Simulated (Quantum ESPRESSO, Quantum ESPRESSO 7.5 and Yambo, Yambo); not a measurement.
# CuI (Marshite): G0W0 on several meshes in Yambo

How does the mesh move the gap of CuI (Marshite)?

Program: Quantum ESPRESSO 7.5 and Yambo 5.3.0. Level of theory: PBE and many-body steps on it, plane waves. Results are calculated unless marked as measured.

The database entry behind the starting cell differs from later determinations by our own check (about 0.15 % long (mineral sample)), so it need not match the best structure at ambient conditions.

In doubt: a PseudoDojo file used here is known to give poor structures and forces, which bears on pressures, cells, forces and phonons.

## Step 1: Starting point

Symmetry: F-43m, No. 216, cubic system. Conventional cell: a = 6.063 Å, b = 6.063 Å, c = 6.063 Å, α = 90.00°, β = 90.00°, γ = 90.00°. Cu has 4 I at 2.63 Å nearest. Nearest to I lie 4 Cu at 2.63 Å. Farther neighbours and most contacts between anions are not listed.

Coordinates:

```cif
data_structure
_symmetry_space_group_name_H-M 'F-43m'
_symmetry_Int_Tables_number 216
_cell_length_a 6.0630
_cell_length_b 6.0630
_cell_length_c 6.0630
_cell_angle_alpha 90.000
_cell_angle_beta 90.000
_cell_angle_gamma 90.000
_cell_volume 222.88
loop_
_atom_site_label
_atom_site_type_symbol
_atom_site_symmetry_multiplicity
_atom_site_Wyckoff_symbol
_atom_site_fract_x
_atom_site_fract_y
_atom_site_fract_z
_atom_site_occupancy
Cu1 Cu 4 d 0.25000 0.25000 0.75000 1
I1 I 4 a 0.00000 0.00000 0.00000 1
```

The cell and positions come from the Crystallography Open Database and are kept as given unless a step says otherwise. Spin-orbit coupling is left out unless a step names it.

## Step 2: Empty states on the mesh, 4×4×4 mesh, 522 bands

This step: Quantum ESPRESSO 7.5; DFT, PBE, plane waves, norm-conserving pseudopotentials.

The sums over transitions need many empty states on a uniform mesh; this step solves for them.

File pw.in:

```
&control
  calculation = 'nscf'
  prefix = 'x'
  outdir = 'o'
  pseudo_dir = 'pseudo'
/
&system
  ibrav = 0
  nat = 2
  ntyp = 2
  ecutwfc = 84.0
  nbnd = 522
  force_symmorphic = .true.
/
&electrons
  conv_thr = 1e-9
  electron_maxstep = 80
  diago_full_acc = .true.
  diago_thr_init = 5e-6
/
ATOMIC_SPECIES
  Cu 63.546 Cu.upf
  I 126.9 I.upf
CELL_PARAMETERS angstrom
  0.0000000000 3.0315000000 3.0315000000
  3.0315000000 0.0000000000 3.0315000000
  3.0315000000 3.0315000000 0.0000000000
ATOMIC_POSITIONS crystal
  Cu 0.2500000000 0.2500000000 0.2500000000
  I 0.0000000000 0.0000000000 0.0000000000
K_POINTS automatic
  4 4 4 0 0 0
```

Command:

```
OMP_NUM_THREADS=1 mpirun -n 4 pw.x -nk 4 -in pw.in > pw.out
```

Log:

```text
Program PWSCF v.7.5 starts

     This program is part of the open-source Quantum ESPRESSO suite
     for quantum simulation of materials; please cite
         "P. Giannozzi et al., J. Phys.:Condens. Matter 21 395502 (2009);
         "P. Giannozzi et al., J. Phys.:Condens. Matter 29 465901 (2017);
         "P. Giannozzi et al., J. Chem. Phys. 152 154105 (2020);
     in publications or presentations arising from this work. More details at

     Atomic positions and unit cell read from directory:
     o/x.save/

     Message from routine setup:
[...]
-167.0560-113.9828-113.9828-113.9828-102.3482 -59.7749 -59.7749 -59.7749
[...]
56.0990  57.0435  57.0435  57.2285  60.2286  60.2286  60.8490  60.8490
     [... 54 further rows ...]
   245.5165 245.7983 245.8794 245.8794 247.0435 247.8433 247.8433 248.8994
   248.9200 248.9200

          k = 0.3536 0.0000 0.0000 (  4865 PWs)   bands (ev):

     [... further k-points ...]

     highest occupied, lowest unoccupied level (ev):     9.1591   10.2556

     XML data file, pseudopotentials, collected wavefunctions

=------------------------------------------------------------------------------=
   JOB DONE.
=------------------------------------------------------------------------------=
```

It took 2.1 min on 4 MPI ranks of Intel Xeon Platinum 8259CL at 2.50GHz (Skylake/Cascade Lake), shared host; peak memory 1.2 GiB; 8.5 min of CPU time.

Numbers from this step:

- gap: 1.096 eV
- k of the valence top: 0, 0, 0
- k of the conduction bottom: 0, 0, 0
- least direct gap: 1.096 eV
- k points computed: 8
- lowest point of the top converged band, above the valence top: 233.2576 eV

On this mesh the gap is 1.096 eV.

The density comes from a self-consistent run that is not shown.

## Step 3: Conversion and set-up

This step: Yambo 5.3.0; conversion and set-up on PBE, plane waves, norm-conserving pseudopotentials.

The states are converted to the many-body program's format and the q mesh is built.

Command:

```
(cd o/x.save; p2y > p2y.log; mv SAVE ../..); yambo > setup.log
```

Log:

```text
 Yambo, version 5.3.0

 [02] CORE Variables Setup
 =========================

  [02.01] Unit cells
  ==================

  Cell kind             :  FCC
  Atoms in the cell     :  Cu  I
  number of Cu atoms    :  1
  number of I  atoms    :  1

  List of atomic masses
  Mass of Cu    :  63.54600
  Mass of I     :  126.9000

  List of atomic coordinates    : [cc]
  Cu1       :  2.864352  2.864352  2.864352  order 1
  I1       :  0.000000  0.000000  0.000000  order 2

  Alat factors          :  5.728705  5.728705  5.728705 [a.u.]
  Direct lattice volume :  376.0099 [a.u.]
[...]
==========================================

 IBZ Q-points                                      :   8
 BZ  Q-points                                      :   64

 K/Q-points units:
 rlu = crystal or reduced units; cc = cartesian coordinates; iku = interal k-units

 Q [1]          [rlu]:  0.000000  0.000000  0.000000
 Q [2]          [rlu]:  0.42768E-17  0.42768E-17  0.25000
 Q [3]          [rlu]: -0.85536E-17 -0.85536E-17 -0.50000
[...]
Q [7]          [rlu]: -0.72444E-17 -0.50000     -0.50000
 Q [8]          [rlu]:  0.250000 -0.500000 -0.250000

  [03.01] X indexes
  =================

   [03.01.01] Sigma indexes
   ========================

 [06] Game Over & Game summary
```

It took 5.8 s on 1 MPI rank; peak memory 0.26 GiB.

## Step 4: 4×4×4

Now the one-shot GW correction: screening in the RPA, then the self-energy of the levels asked for.

This step: G0W0 on PBE, plane waves, norm-conserving pseudopotentials.

File gw2.in:

```
HF_and_locXC
gw0
dyson
ppa
em1d
rim_cut
RandQpts= 1000000
RandGvec= 1 RL
EXXRLvcs= 84 Ry
VXCRLvcs= 336 Ry
Chimod= "HARTREE"
% BndsRnXp
 1 | 225 |
%
NGsBlkXp= 17 Ry
% LongDrXp
 1 | 1 | 1 |
%
% GbndRnge
 1 | 225 |
%
DysSolver= "n"
ExtendOut
PPAPntXp= 27.21138 eV
% QPkrange
 1 | 1 | 21 | 24 |
%
```

Command:

```
OMP_NUM_THREADS=1 mpirun -n 4 yambo -F gw2.in -J gw2 -C gw2 > gw2.log
```

Log:

```text
 Yambo, version 5.3.0

 [02] CORE Variables Setup
 =========================

  [... cell, symmetries and grids as in the set-up ...]

  [02.05] Energies & Occupations
  ==============================

  [X] === General ===
  [X] Electronic Temperature                        :  0.000000  0.000000 [eV K]
  [X] Bosonic    Temperature                        :  0.000000  0.000000 [eV K]
  [X] Finite Temperature mode                       : no
  [X] El. density                                   :  0.78968E+24 [cm-3]
  [X] Fermi Level                                   :  9.159113 [eV]

  [X] === Gaps and Widths ===
  [X] Conduction Band Min                           :  1.096441 [eV]
  [X] Valence Band Max                              :  0.000000 [eV]
  [X] Filled Bands                                  :  22
  [X] Empty Bands                                   :    23   522
  [X] Direct Gap                                    :  1.096441 [eV]
  [X] Direct Gap localized at k                     :  1
  [X] Indirect Gap                                  :  1.096441 [eV]
  [X] Indirect Gap between kpts                     :  1  1
  [X] Last valence band width                       :  1.487453 [eV]
  [X] 1st conduction band width                     :  3.372476 [eV]

 [03] Transferred momenta grid and indexing
 ==========================================

 IBZ Q-points                                      :   8
 BZ  Q-points                                      :   64

 K/Q-points units:
 rlu = crystal or reduced units; cc = cartesian coordinates; iku = interal k-units

 Q [1]          [rlu]:  0.000000  0.000000  0.000000
 Q [2]          [rlu]:  0.42768E-17  0.42768E-17  0.25000
 Q [3]          [rlu]: -0.85536E-17 -0.85536E-17 -0.50000
 Q [4]          [rlu]:  0.36222E-17  0.25000      0.25000
 Q [5]          [rlu]:  0.32032E-16  0.25000      0.50000
 Q [6]          [rlu]: -0.85536E-17  0.25000     -0.25000
 Q [7]          [rlu]: -0.72444E-17 -0.50000     -0.50000
 Q [8]          [rlu]:  0.250000 -0.500000 -0.250000

 [04] Coloumb potential Random Integration (RIM)
 ===============================================

  [04.01] RIM initialization
  ==========================

  * Diagonal components only detected *

  8 x (sBL volume)        :  0.082461 [a.u.]
  sBZ random points       :  1000000
  Points outside the sBZ  :   7968281
  RL volume               :  0.659691 [a.u.]
  Integrated volume       :  0.662317 [a.u.]

  [04.02] RIM integrals
  =====================

  Gamma point sphere radius             :  0.078953 [a.u.]
  Points outside the sphere             :   800476
  [Int_sBZ(q=0) 1/q^2]*(Vol_sBZ)^(-1/3) =:  7.776341
                                 should be <:  7.795600

  Summary of Coulomb integrals for non-metallic bands |Q|[au] RIM/Bare

  Q [1] 0.100000E-4 0.997530 * Q [2] 0.237462 1.067779
  Q [4] 0.274197 1.066842 * Q [6] 0.387774 1.030576
  Q [5] 0.454705 1.022482 * Q [3] 0.474924 1.021209
  Q [7] 0.548395 1.017473 * Q [8] 0.613124 1.014291

 [WARNING] [Xp] User bands 1-225 break level degeneracy

 [05] Dipoles
 ============

  [05.01] Setup: observables and procedures
  =========================================

 [06] Dynamic Dielectric Matrix (PPA)
 ====================================

 [WR./gw2//ndb.pp]---------------------------------------------------------------
  Brillouin Zone Q/K grids (IBZ/BZ)                :    8   64    8   64
  RL vectors                                       :   5961 [WF]
  Coulomb cutoff potential                         : none
  Electronic Temperature                           :  0.000000 [K]
  Bosonic    Temperature                           :  0.000000 [K]
  PPA    diel. fun.  energies                      : Perdew, Burke & Ernzerhof(X)+Perdew, Burke & Ernzerhof(C)
  wavefunctions                                    : Perdew, Burke & Ernzerhof(X)+Perdew, Burke & Ernzerhof(C)
  Global Gauge                                     : length
  X matrix size                                    :   531
  X band range                                     :    1  225
  X e/h energy range                               : -1.000000 -1.000000 [eV]
  X Time ordering                                  : R
  X Hxc Kernel                                     : HARTREE
  X Drude frequency                                :  0.000000  0.000000
  X poles                                          :  100.0000 [o/o]
  RL vectors in the sum                            :   5961
  [r,Vnl] included                                 : yes
  Field direction                                  :  0.577350E-5  0.577350E-5  0.577350E-5
  BZ energy Double Grid                            : no
  BZ energy DbGd points                            : 0
  BZ Q point size factor                           : -1.000000
  X Optical Averaged directions                    : none

 [07] Local Exchange-Correlation + Non-Local Fock
 ================================================

 [VXC] Plane waves :   39189
 [EXS] Plane waves :   4957

 QP @ state[ 1 ] K range:  1  1
 QP @ state[ 1 ] b range:  21  24

 [xc] Functional : Perdew, Burke & Ernzerhof(X)+Perdew, Burke & Ernzerhof(C)
 [xc] LIBXC used to calculate xc functional
  PP Number of Atomic Species                      :  2
  NLCC RL compoments                               :   39189
  PP Number of Atomic Species                      :  2
  NLCC RL compoments                               :   39189

 [xc] E_xc :  -39.55871 [Ha]
      E_xc :  -79.11742 [Ry]

  Local XC kind (lXC) : Perdew, Burke & Ernzerhof(X)+Perdew, Burke & Ernzerhof(C)
  Non-Local XC kind (nlXC) : Hartree-Fock

  Corrections @ K [1] :  [eV]
 <21|nlXC|21> = -31.04328 -0.21158E-17 <21|lXC|21> = -25.75252  0.000000
 <22|nlXC|22> = -31.04330  0.95537E-17 <22|lXC|22> = -25.75252  0.000000
 <23|nlXC|23> = -7.232220  0.80520E-18 <23|lXC|23> = -11.40864  0.000000
 <24|nlXC|24> = -6.103828  0.95255E-18 <24|lXC|24> = -10.54627  0.000000

 [08] Dyson equation: Newton solver
 ==================================

  [08.01] G0W0 (W PPA)
  ====================

  [  GW  ] Bands range     :    1  225
  [GW/PPA] G damping       :  0.100000 [eV]

  QP @ state[ 1 ] K range:  1  1
  QP @ state[ 1 ] b range:  21  24

   Sc/G bands                                       :    1  225
   Sc/G damping                                     :  0.100000 ev
   Sc bands terminator                              : no
   Sx RL components                                 :   4957

   QP @ state[ 1 ] K range                          :  1  1
   QP @ state[ 1 ] b range                          :  21  24
   GF energies kind                                 : Perdew, Burke & Ernzerhof(X)+Perdew, Burke & Ernzerhof(C)
   GF WF`s kind                                     : Perdew, Burke & Ernzerhof(X)+Perdew, Burke & Ernzerhof(C)
   Xs energies kind                                 : Perdew, Burke & Ernzerhof(X)+Perdew, Burke & Ernzerhof(C)
   Xs WF`s kind                                     : Perdew, Burke & Ernzerhof(X)+Perdew, Burke & Ernzerhof(C)

 [11] Game Over & Game summary
```

Run time: 24 min. Hardware: 4 MPI ranks; peak memory 2 GiB.

Numbers from this step:

```yaml
g0w0_gap_on_the_points_computed: 1.563 eV
starting_gap_on_the_mesh: 1.096 eV
k_of_the_valence_top: 0, 0, 0
k_of_the_conduction_bottom: 0, 0, 0
least_direct_g0w0_gap_on_the_computed_points: 1.563 eV
z_at_the_valence_top: 0.7590
z_at_the_conduction_bottom: 0.8162
```

The gap on the mesh goes from 1.10 eV to 1.56 eV, a correction of +0.47 eV.

## Step 5: Empty states on the mesh, 2×2×2 mesh, 225 bands

This step: Quantum ESPRESSO 7.5; DFT, PBE, plane waves, norm-conserving pseudopotentials.

pw.in: that of step 2 with these lines changed.

```diff
@@ -11,3 +11,3 @@
   ecutwfc = 84.0
-  nbnd = 522
+  nbnd = 225
   force_symmorphic = .true.
@@ -31,2 +31,2 @@
 K_POINTS automatic
-  4 4 4 0 0 0
+  2 2 2 0 0 0
```

Command:

```
OMP_NUM_THREADS=1 mpirun -n 4 pw.x -nk 4 -in pw.in > pw.out
```

Log:

```text
[banner, memory and clock lines left out]
Program PWSCF v.7.5 starts

     Atomic positions and unit cell read from directory:
     o/x.save/

     Message from routine setup:
     using ibrav=0 with symmetry is DISCOURAGED, use correct ibrav instead

     Message from routine divide_et_impera:
     suboptimal parallelization: some nodes have no k-points

     G-vector sticks info

     bravais-lattice index     =            0
     lattice parameter (alat)  =       8.1016  a.u.
     unit-cell volume          =     376.0099 (a.u.)^3
     number of atoms/cell      =            2
[...]
-167.0560-113.9828-113.9828-113.9828-102.3482 -59.7749 -59.7749 -59.7749
[...]
[... 17 further rows ...]
[...]
136.0364

          k =-0.7071 0.0000 0.0000 (  4880 PWs)   bands (ev):

  -167.0560-113.9828-113.9828-113.9828-102.3482 -59.7749 -59.7748 -59.7748
[...]
57.9083  58.1164  58.6980  58.6980  59.6917  59.6917  60.1311  60.3430
     [... 17 further rows ...]
   129.6598 132.3367 132.3571 134.0829 134.5984 135.4247 135.4247 136.3007
   137.0684

     highest occupied, lowest unoccupied level (ev):     9.1591   10.2556

     XML data file, pseudopotentials, collected wavefunctions
```

It took 17 s on 4 MPI ranks; peak memory 0.53 GiB; 67 s of CPU time.

This step gave:

| Item | Value |
| --- | --- |
| gap | 1.096 eV |
| k of the valence top | 0, 0, 0 |
| k of the conduction bottom | 0, 0, 0 |
| least direct gap | 1.096 eV |
| k points computed | 3 |
| lowest point of the top converged band, above the valence top | 126.8773 eV |

On this mesh the gap is 1.096 eV.

(Continued in part 2 of 2.)

[Paths, hosts, dates, memory and timing lines, banners, echoed tables and standing remarks are left out of the program output.]

[Logs are printed without paths, hosts, clocks, repeated set-up lines and the standing remarks that a program may print on its own settings, such as how far it seeks lower states.]

[Runs of the session that timed out or met a known fault of the program may be left out.]

[Hosts, paths, dates, database ids (printed as entryN), source tags and the programs' standing remarks are cut or masked in the printed files.]
